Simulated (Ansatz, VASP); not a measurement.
**SrCl2 in VASP and in Ansatz**

INCAR

```
SYSTEM = SrCl2
ALGO = Normal ; EDIFF = 1E-6
ENCUT = 520 ; GGA = PE
ISIF = 2 ; ISMEAR = 0
LASPH = .TRUE. ; LCHARG = .TRUE.
LELF = .TRUE. ; LREAL = .FALSE.
LVHAR = .TRUE. ; LWAVE = .FALSE.
NBANDS = 19 ; NELM = 60
PREC = Accurate ; SIGMA = 0.05
```

Contents of KPOINTS:

```
k-points
0
G
  6 6 6
  0 0 0
```

File POSCAR:

```
SrCl2
1.0
    0.0000000000      3.4855000000      3.4855000000
    3.4855000000      0.0000000000      3.4855000000
    3.4855000000      3.4855000000      0.0000000000
Sr Cl
1 2
Direct
    0.0000000000      0.0000000000      0.0000000000
    0.2500000000      0.2500000000      0.2500000000
    0.7500000000      0.7500000000      0.7500000000
```

Input for Ansatz:

```yaml
crystal:
  lattice:
    - [0.0, 3.4855, 3.4855]
    - [3.4855, 0.0, 3.4855]
    - [3.4855, 3.4855, 0.0]
  atoms:
    - { symbol: Sr, position: [0.0, 0.0, 0.0] }
    - { symbol: Cl, position: [0.25, 0.25, 0.25] }
    - { symbol: Cl, position: [0.75, 0.75, 0.75] }
basis:
  ecutwfc: 420
kpoints:
  mp_grid: { grid: [6, 6, 6] }
hamiltonian:
  xc: pbe
scf:
  occupations: { method: gaussian, width: 0.05 }
output:
  forces: true
  stress: true
  eigenvalues: true
```

Alike in both runs: task single point; functional PBE; k mesh 6 × 6 × 6; occupations gaussian, width 0.05 eV; no spin polarisation.

|  | VASP | Ansatz |
| --- | --- | --- |
| version | VASP 6.6.1 | Ansatz 0.2.0 |
| potentials or method | VASP PAW PBE potentials, release 64 (Sr_sv, Cl) | scalar-relativistic, plane waves, PAW |
| plane-wave cutoff (eV) | 520 | 420 |
| valence electrons in the cell | 24 | 24 |

```csv
,VASP,Ansatz,Ansatz less VASP
gap on the k mesh at the Fermi level (eV),5.35,5.35,+0.005
least direct gap on the mesh (eV),5.50,5.51,+0.003
pressure (GPa),1.2,1.1,-0.08
```

A k mesh can miss the band edges.
